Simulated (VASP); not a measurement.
# C (Fd-3m) in VASP: notebook

One crystal, C, is run at these levels: PBE; tasks: G0W0 quasiparticle levels.

Everything below comes from runs of VASP 6.6.1. Logs are shortened: lines on timing, memory, paths and dates and some standing lists are left out, and cuts for length are marked.

### 1 Starting point

It takes space group Fd-3m (No. 227, cubic). Conventional cell: a = 3.567 Å, b = 3.567 Å, c = 3.567 Å, α = 90.00°, β = 90.00°, γ = 90.00°. C (site symmetry -43m) has 4 C at 1.54 Å as nearest neighbours.

This isn't the form of C at room conditions, which is graphite.

### 2 G0W0 quasiparticle levels, PBE

File POSCAR:

```
C
1.0
    0.0000000000      1.7833700000      1.7833700000
    1.7833700000      0.0000000000      1.7833700000
    1.7833700000      1.7833700000      0.0000000000
C
2
Direct
    0.7500000000      0.7500000000      0.7500000000
    0.5000000000      0.5000000000      0.5000000000
```

File INCAR.step1:

```
PREC = Accurate ; ENCUT = 450
EDIFF = 1E-8 ; ISMEAR = 0
SIGMA = 0.01 ; LREAL = False
LASPH = True ; NELM = 100
ALGO = Normal ; LWAVE = True
LCHARG = False ; GGA = PE
```

File INCAR.step2:

```
PREC = Accurate ; ENCUT = 450
EDIFF = 1E-8 ; ISMEAR = 0
SIGMA = 0.01 ; LREAL = False
LASPH = True ; NELM = 1
ALGO = Exact ; LWAVE = True
LCHARG = False ; GGA = PE
NBANDS = 31 ; LOPTICS = True
ISTART = 1
```

File INCAR.step3:

```
PREC = Accurate ; ENCUT = 450
EDIFF = 1E-8 ; ISMEAR = 0
SIGMA = 0.01 ; LREAL = False
LASPH = True ; ALGO = EVGW0
LWAVE = False ; LCHARG = False
GGA = PE ; NELMGW = 1
NBANDS = 31 ; ENCUTGW = 50
NOMEGA = 48 ; PRECFOCK = Fast
ISTART = 1 ; NBANDSGW = 12
```

File KPOINTS:

```
Automatic mesh
0
Gamma
  3 3 3
```

Potentials or basis: VASP PAW PBE potentials, release 64 (C_GW).

Launch:

```console
> cat potpaw_PBE.64/C_GW/POTCAR > POTCAR
> cp INCAR.step1 INCAR
> mpirun -np 1 vasp_std > vasp.out
> cp INCAR.step2 INCAR
> mpirun -np 1 vasp_std > vasp.out
> cp INCAR.step3 INCAR
> mpirun -np 1 vasp_std > vasp.out
```

OUTCAR:

```text
PREC = Accurate
   ENCUT = 450
   EDIFF = 1E-8
   ISMEAR = 0
   LREAL = False
   LASPH = True
   GGA = PE
   NELMGW = 1
   ENCUTGW = 50
   PRECFOCK = Fast
   ISTART = 1

 Found      4 irreducible k-points:

 Following reciprocal coordinates:
            Coordinates               Weight
  0.000000  0.000000  0.000000      1.000000
  0.333333  0.000000  0.000000      8.000000
  0.333333  0.333333  0.000000      6.000000
 -0.333333  0.333333  0.000000     12.000000
   k-points           NKPTS =      4   k-points in BZ     NKDIM =     27   number of bands    NBANDS=     31
   number of dos      NEDOS =    301   number of ions     NIONS =      2
   total plane-waves  NPLWV =   5832
   dimension x,y,z NGX =    18 NGY =   18 NGZ =   18
   dimension x,y,z NGXF=    36 NGYF=   36 NGZF=   36
   ions per type =               2
   NGX,Y,Z   is equivalent  to a cutoff of  11.86, 11.86, 11.86 a.u.
   NGXF,Y,Z  is equivalent  to a cutoff of  23.73, 23.73, 23.73 a.u.
 SYSTEM =  unknown system
   PREC   = accura    normal or accurate (medium, high low for compatibility)
   ISTART =      1    job   : 0-new  1-cont  2-samecut
   ICHARG =      0    charge: 1-file 2-atom 10-const
   ISPIN  =      1    spin polarized calculation?
   LNONCOLLINEAR =      F non collinear calculations
   LSORBIT =      F    spin-orbit coupling
   LASPH  =      T    aspherical Exc in radial PAW
   ENCUT  =  450.0 eV  33.07 Ry    5.75 a.u.   4.36  4.36  4.36*2*pi/ulx,y,z
   NELM   =     60;   NELMIN=  2; NELMDL=  0     # of ELM steps
   EDIFF  = 0.1E-07   stopping-criterion for ELM
   LREAL  =      F    real-space projection
   EDIFFG = 0.1E-06   stopping-criterion for IOM
   NSW    =      0    number of steps for IOM
   IBRION =     -1    ionic relax: 0-MD 1-quasi-New 2-CG
   NFREE  =      0    steps in history (QN), initial steepest desc. (CG)
   ISIF   =      0    stress and relaxation
   ISYM   =      3    0-nonsym 1-usesym 2-fastsym
   POTIM  = 0.5000    time-step for ionic-motion
   TEBEG  =    0.0;   TEEND  =   0.0 temperature during run
   PSTRESS=    0.0 pullay stress
   NELECT =       8.0000    total number of electrons
   NUPDOWN=      -1.0000    fix difference up-down
   EMIN   =  10.00;   EMAX   =-10.00  energy-range for DOS
   EFERMI =   0.00;   METHOD = LEGACY
   ISMEAR =     0;   SIGMA  =   0.01  broadening in eV -4-tet -1-fermi 0-gaus
   EFERMI_NEDOS =   21; number of points for ismear=-14 and -15
   IALGO  =     38    algorithm
   IMIX   =      4    mixing-type and parameters
     AMIX     =   0.40;   BMIX     =  1.00
     AMIX_MAG =   1.60;   BMIX_MAG =  1.00
  volume/ion in A,a.u.               =       5.67        38.28
  Fermi-wavevector in a.u.,A,eV,Ry     =   1.457203  2.753714 28.891161  2.123440
  Thomas-Fermi vector in A             =   2.574032
   LORBIT       =      0    0 simple, 1 ext, 2 COOP (PROOUT), +10 PAW based schemes
   GGA     = PE    functional components
   LHFCALC =     T    Hartree Fock is set to
   PRECFOCK=fast      Normal, Fast or Accurate (Low or Medium for compatibility)
   ENCUT4O =  -1.0   cutoff for four orbital integrals eV
   NKREDX  =     1    reduce k-point grid by
   NKREDY  =     1    reduce k-point grid by
   NKREDZ  =     1    reduce k-point grid by
   AEXX    =    1.0000 exact exchange contribution
   HFSCREEN=    0.0000 screening length (either q_TF or 0.3 A-1)
   HFSCREENC=   0.0000 screening length for correlation (either q_TF or 0.3 A-1)
   ENCUTFOCK=  -1.0 apply spherical cutoff to Coloumb kernel
   IVDW    =     0    specifies the selected vdW correction
   LEPSILON=     F    determine dielectric tensor
   LRPA    =     F    only Hartree local field effects (RPA)
   LRPAFORCE           =     F    calculate RPA forces
   ENCUTGW             =  50.0    cutoff for response function in eV
   ENCUTGWSOFT         =  40.0    soft cutoff for Coulomb kernel in GW response function in eV
   ENCUTLF             =  -1.0    cutoff for local field effects
   NELMGW              =     1    number of iterations in solving QP/BSE equation
   NELMHF              =     1    number of iterations in the inner HF iteration
   NKREDLFX            =     1    NKREDLFY  =   1   NKREDLFZ  =   1
 non-spin polarized calculation
 Gauss-broadening in eV      SIGMA  =   0.01
  energy-cutoff  :      450.00
  volume of cell :       11.34
 maximum number of plane-waves:       259
 NGX is ok and might be reduce to    18
  NGX = 10; NGY = 10; NGZ = 10
   NGX =  9   NGY =  9   NGZ =  9
 maximum number of plane-waves:        15
 NGX is ok and might be reduce to    10

 QP shifts <psi_nk| G(iteration)W_0 |psi_nk>: iteration 1
 for sc-GW calculations column KS-energies equals QP-energies in previous step
 and V_xc(KS)=  KS-energies - (<T + V_ion + V_H > + <T+V_H+V_ion>^1  + <V_x>^1)

 k-point   1 :       0.0000    0.0000    0.0000
  band No.  KS-energies  QP-energies   sigma(KS)   V_xc(KS)     V^pw_x(r,r')   Z            occupation Imag(sigma)

      1     -11.6473     -12.5911     -16.0066     -14.7556     -25.3472       0.7544       2.0000       1.4734
      2       9.8679      10.1207     -16.5129     -16.8171     -19.9899       0.8308       2.0000       0.1164
      3       9.8679      10.1207     -16.5129     -16.8171     -19.9899       0.8308       2.0000       0.1164
      4       9.8679      10.1207     -16.5129     -16.8171     -19.9899       0.8308       2.0000       0.1164
      5      15.4341      16.9932     -13.6132     -15.5106      -8.7983       0.8217       0.0000      -0.1300
      6      15.4341      16.9932     -13.6132     -15.5106      -8.7983       0.8217       0.0000      -0.1300
      7      15.4341      16.9932     -13.6132     -15.5106      -8.7983       0.8217       0.0000      -0.1300
      8      23.1878      24.7309     -14.4155     -16.3713      -7.5094       0.7890       0.0000      -0.3107
      9      29.1228      29.5958     -11.1996     -11.7768      -4.2105       0.8193       0.0000      -0.4836
     10      36.3294      37.6060     -12.2936     -13.8641      -5.7988       0.8129       0.0000      -0.5635
     11      36.3294      37.6060     -12.2936     -13.8641      -5.7988       0.8129       0.0000      -0.5635
     12      37.3230      38.1721     -10.4040     -11.4342      -3.1747       0.8242       0.0000      -0.9958

 k-point   2 :       0.3333    0.0000    0.0000
  band No.  KS-energies  QP-energies   sigma(KS)   V_xc(KS)     V^pw_x(r,r')   Z            occupation Imag(sigma)

      1      -8.6289      -9.5099     -16.1737     -15.0095     -24.6269       0.7568       2.0000       1.0405
      2       0.4696      -0.0814     -16.0503     -15.3535     -21.4005       0.7908       2.0000       0.2808
      3       7.5428       7.6054     -16.3763     -16.4522     -20.2433       0.8245       2.0000       0.1342
      4       7.5428       7.6054     -16.3763     -16.4522     -20.2433       0.8245       2.0000       0.1342
      5      18.1214      19.7869     -13.4135     -15.4507      -8.1198       0.8175       0.0000      -0.1596
      6      18.1214      19.7869     -13.4135     -15.4507      -8.1198       0.8175       0.0000      -0.1596
      7      18.4168      19.7269     -14.0354     -15.6419      -8.5146       0.8155       0.0000      -0.1709
      8      25.1074      26.8171     -12.8203     -14.9668      -5.9266       0.7965       0.0000      -0.3548
      9      30.7909      31.7753     -11.7095     -12.9350      -4.4913       0.8033       0.0000      -0.5470
     10      33.0309      34.1456     -11.7084     -13.0677      -5.0454       0.8201       0.0000      -0.5428
     11      33.0309      34.1456     -11.7084     -13.0677      -5.0454       0.8201       0.0000      -0.5428
     12      35.1274      36.3635     -11.7441     -13.3115      -3.9894       0.7886       0.0000      -0.7836

 k-point   3 :       0.3333    0.3333    0.0000
  band No.  KS-energies  QP-energies   sigma(KS)   V_xc(KS)     V^pw_x(r,r')   Z            occupation Imag(sigma)

      1      -7.6236      -8.5041     -16.2133     -15.0716     -24.3425       0.7712       2.0000       0.9488
      2       2.6743       2.2375     -16.7541     -16.2088     -21.8302       0.8010       2.0000       0.2243
      3       4.5424       4.3417     -16.1105     -15.8618     -20.5574       0.8073       2.0000       0.1745
      4       4.5424       4.3417     -16.1105     -15.8618     -20.5574       0.8073       2.0000       0.1745
      5      13.9803      14.9008     -13.0662     -14.1743      -8.1934       0.8307       0.0000      -0.1273
      6      17.5557      18.3381     -12.1762     -13.1240      -6.5909       0.8255       0.0000      -0.1578
      7      23.9194      26.1757     -13.7844     -16.6162      -7.4123       0.7968       0.0000      -0.2868
      8      23.9194      26.1757     -13.7844     -16.6162      -7.4123       0.7968       0.0000      -0.2868
      9      31.1641      32.9759     -13.2608     -15.5517      -5.9042       0.7908       0.0000      -0.5887
     10      33.0659      34.6091     -12.0554     -14.0015      -4.4506       0.7929       0.0000      -0.6529
     11      41.5289      42.9917     -12.1280     -13.8928      -5.1706       0.8289       0.0000      -1.0452
     12      44.4728      45.6705     -11.0230     -12.5072      -3.1983       0.8070       0.0000      -1.2876

 k-point   4 :      -0.3333    0.3333    0.0000
  band No.  KS-energies  QP-energies   sigma(KS)   V_xc(KS)     V^pw_x(r,r')   Z            occupation Imag(sigma)

      1      -4.2127      -5.0267     -16.7048     -15.6623     -23.8906       0.7808       2.0000       0.6088
      2      -1.0910      -1.7523     -16.5102     -15.6693     -22.6185       0.7863       2.0000       0.3808
      3       0.4601      -0.0679     -15.3926     -14.7311     -20.4133       0.7980       2.0000       0.2683
      4       5.1713       5.0205     -16.2027     -16.0176     -20.5476       0.8151       2.0000       0.1637
      5      16.1747      17.1283     -12.6818     -13.8331      -7.4417       0.8283       0.0000      -0.1428
      6      22.7827      24.9209     -13.5874     -16.2645      -7.3004       0.7987       0.0000      -0.2662
      7      23.3949      25.2711     -13.4443     -15.8044      -6.9698       0.7949       0.0000      -0.2802
      8      24.8609      26.8860     -13.7115     -16.2715      -6.8366       0.7911       0.0000      -0.3451
      9      26.7823      27.9704     -12.3178     -13.7675      -6.2290       0.8195       0.0000      -0.2970
     10      33.5173      34.5458     -11.6741     -12.9221      -5.2095       0.8241       0.0000      -0.5231
     11      34.6985      36.7144     -12.6009     -15.1757      -4.6899       0.7829       0.0000      -0.7779
     12      43.6201      44.5802     -10.8531     -12.0205      -3.2034       0.8225       0.0000      -1.2536
```

Wall time 3.2 s (1 thread of AMD EPYC 9R45 (Zen 5), shared host); peak memory 0.08 GiB.

These settings aren't checked as converged: the numbers below hold their error.

What came out:

```
Band gap on the k mesh, mean-field level : 4.11 eV, indirect (least direct gap 5.57 eV)
Quasiparticle gap                        : 4.78 eV
Least direct quasiparticle gap           : 6.87 eV
```

Caveat: the k mesh is coarse (spacing up to 1.02 Å⁻¹), so the values aren't converged; bands, screening cutoff and mesh are small and nothing is extrapolated, so the quasiparticle values aren't converged; an odd mesh through Γ misses points on the zone boundary, where band edges often lie.

### 3 G0W0 quasiparticle levels, PBE

POSCAR is that of step 2.

INCAR.step1 is that of step 2.

INCAR.step2, as its differences from that of step 2:

```diff
@@ -6,3 +6,3 @@
 LCHARG = False ; GGA = PE
-NBANDS = 31 ; LOPTICS = True
+NBANDS = 16 ; LOPTICS = True
 ISTART = 1
```

INCAR.step3, as its differences from that of step 2:

```diff
@@ -6,3 +6,3 @@
 GGA = PE ; NELMGW = 1
-NBANDS = 31 ; ENCUTGW = 50
+NBANDS = 16 ; ENCUTGW = 200
 NOMEGA = 48 ; PRECFOCK = Fast
```

KPOINTS is that of step 2.

Potentials or basis: VASP PAW PBE potentials, release 64 (C_GW).

Launch:

```console
> cat potpaw_PBE.64/C_GW/POTCAR > POTCAR
> cp INCAR.step1 INCAR
> mpirun -np 1 vasp_std > vasp.out
> cp INCAR.step2 INCAR
> mpirun -np 1 vasp_std > vasp.out
> cp INCAR.step3 INCAR
> mpirun -np 1 vasp_std > vasp.out
```

OUTCAR:

```text
PREC = Accurate
   ENCUT = 450
   EDIFF = 1E-8
   ISMEAR = 0
   LREAL = False
   LASPH = True
   GGA = PE
   NELMGW = 1
   ENCUTGW = 200
   PRECFOCK = Fast
   ISTART = 1

 Found      4 irreducible k-points:

 Following reciprocal coordinates:
            Coordinates               Weight
  0.000000  0.000000  0.000000      1.000000
  0.333333  0.000000  0.000000      8.000000
  0.333333  0.333333  0.000000      6.000000
 -0.333333  0.333333  0.000000     12.000000
   k-points           NKPTS =      4   k-points in BZ     NKDIM =     27   number of bands    NBANDS=     16
   number of dos      NEDOS =    301   number of ions     NIONS =      2
   total plane-waves  NPLWV =   5832
   dimension x,y,z NGX =    18 NGY =   18 NGZ =   18
   dimension x,y,z NGXF=    36 NGYF=   36 NGZF=   36
   ions per type =               2
   NGX,Y,Z   is equivalent  to a cutoff of  11.86, 11.86, 11.86 a.u.
   NGXF,Y,Z  is equivalent  to a cutoff of  23.73, 23.73, 23.73 a.u.
 SYSTEM =  unknown system
   PREC   = accura    normal or accurate (medium, high low for compatibility)
   ISTART =      1    job   : 0-new  1-cont  2-samecut
   ICHARG =      0    charge: 1-file 2-atom 10-const
[... 54 lines left out ...]
  energy-cutoff  :      450.00
  volume of cell :       11.34
 maximum number of plane-waves:       259
 NGX is ok and might be reduce to    18
  NGX = 10; NGY = 10; NGZ = 10
   NGX =  9   NGY =  9   NGZ =  9
 maximum number of plane-waves:        76

 QP shifts <psi_nk| G(iteration)W_0 |psi_nk>: iteration 1
 for sc-GW calculations column KS-energies equals QP-energies in previous step
 and V_xc(KS)=  KS-energies - (<T + V_ion + V_H > + <T+V_H+V_ion>^1  + <V_x>^1)

 k-point   1 :       0.0000    0.0000    0.0000
  band No.  KS-energies  QP-energies   sigma(KS)   V_xc(KS)     V^pw_x(r,r')   Z            occupation Imag(sigma)

      1     -11.6473     -12.8964     -16.4289     -14.7556     -25.3472       0.7465       2.0000       1.6110
      2       9.8679       9.9459     -16.7222     -16.8171     -19.9899       0.8216       2.0000       0.1141
      3       9.8679       9.9459     -16.7222     -16.8171     -19.9899       0.8216       2.0000       0.1141
      4       9.8679       9.9459     -16.7222     -16.8171     -19.9899       0.8216       2.0000       0.1141
      5      15.4341      17.2490     -13.2777     -15.5106      -8.7983       0.8128       0.0000      -0.1270
      6      15.4341      17.2490     -13.2777     -15.5106      -8.7983       0.8128       0.0000      -0.1270
      7      15.4341      17.2490     -13.2777     -15.5106      -8.7983       0.8128       0.0000      -0.1270
      8      23.1878      24.8698     -14.1871     -16.3713      -7.5094       0.7701       0.0000      -0.3432
      9      29.1228      30.1028     -10.5753     -11.7768      -4.2105       0.8155       0.0000      -0.4564
     10      36.3294      38.6562     -11.0766     -13.8641      -5.7988       0.8348       0.0000      -0.5738
     11      36.3294      38.6562     -11.0766     -13.8641      -5.7988       0.8348       0.0000      -0.5738
     12      37.3230      38.9300      -9.5106     -11.4342      -3.1747       0.8354       0.0000      -1.1065
[... 36 lines left out ...]
      1      -4.2127      -5.1953     -16.9154     -15.6623     -23.8906       0.7841       2.0000       0.7203
      2      -1.0910      -1.8787     -16.6802     -15.6693     -22.6185       0.7791       2.0000       0.4208
      3       0.4601      -0.1651     -15.5174     -14.7311     -20.4133       0.7951       2.0000       0.2697
      4       5.1713       4.8787     -16.3799     -16.0176     -20.5476       0.8078       2.0000       0.1673
      5      16.1747      17.5013     -12.2230     -13.8331      -7.4417       0.8239       0.0000      -0.1383
      6      22.7827      25.0740     -13.3633     -16.2645      -7.3004       0.7898       0.0000      -0.2907
      7      23.3949      25.4491     -13.1936     -15.8044      -6.9698       0.7868       0.0000      -0.3079
      8      24.8609      26.9710     -13.5570     -16.2715      -6.8366       0.7773       0.0000      -0.3911
      9      26.7823      28.3790     -11.8227     -13.7675      -6.2290       0.8210       0.0000      -0.3058
     10      33.5173      35.3639     -10.7191     -12.9221      -5.2095       0.8382       0.0000      -0.5396
     11      34.6985      36.8521     -12.4029     -15.1757      -4.6899       0.7767       0.0000      -0.8668
     12      43.6201      45.4227      -9.8465     -12.0205      -3.2034       0.8292       0.0000      -1.2604
```

OUTCAR.step1:

```text
PREC = Accurate
   ENCUT = 450
   EDIFF = 1E-8
   ISMEAR = 0
   LREAL = False
[... 152 lines left out ...]
      2.67505      2.67505      2.67505         0.000000      0.000000      0.000000
      1.78337      1.78337      1.78337        -0.000000     -0.000000     -0.000000
 -----------------------------------------------------------------------------------
    total drift:                                0.000000     -0.000000      0.000000

  FREE ENERGIE OF THE ION-ELECTRON SYSTEM (eV)
  ---------------------------------------------------
  free  energy   TOTEN  =       -17.5945066665 eV

  energy  without entropy=      -17.5945066665  energy(sigma->0) =      -17.59450667
```

OUTCAR.step2:

```text
PREC = Accurate
   ENCUT = 450
   EDIFF = 1E-8
   ISMEAR = 0
   LREAL = False
[... 517 lines left out ...]
     0.00000     9.76788     9.76788     9.76788    -0.00000    -0.00000     0.00000
     0.82527     9.85884     9.85884     9.85884    -0.00000    -0.00000     0.00000
     1.65054    10.15327    10.15327    10.15327    -0.00000    -0.00000     0.00000
     2.47581    10.72060    10.72060    10.72060    -0.00000    -0.00000     0.00000
     3.30109    11.74924    11.74924    11.74924    -0.00000    -0.00000     0.00000
     4.12636    13.85008    13.85008    13.85008    -0.00000    -0.00000     0.00000
[... 92 lines left out ...]
    80.87661     0.82377     0.82377     0.82377     0.00000     0.00000    -0.00000
    81.70188     0.82767     0.82767     0.82767     0.00000     0.00000    -0.00000
```

Wall time 3.1 s (1 thread of AMD EPYC 9R45 (Zen 5), shared host); peak memory 0.09 GiB.

These settings aren't checked as converged: the numbers below hold their error.

Results:

```
Band gap on the k mesh, mean-field level : 4.11 eV, indirect (least direct gap 5.57 eV)
Quasiparticle gap                        : 5.31 eV
Least direct quasiparticle gap           : 7.30 eV
```

Caveat: the k mesh is coarse (spacing up to 1.02 Å⁻¹), so the values aren't converged; bands, screening cutoff and mesh are small and nothing is extrapolated, so the quasiparticle values aren't converged; an odd mesh through Γ misses points on the zone boundary, where band edges often lie.

[end of part 1 of 2]
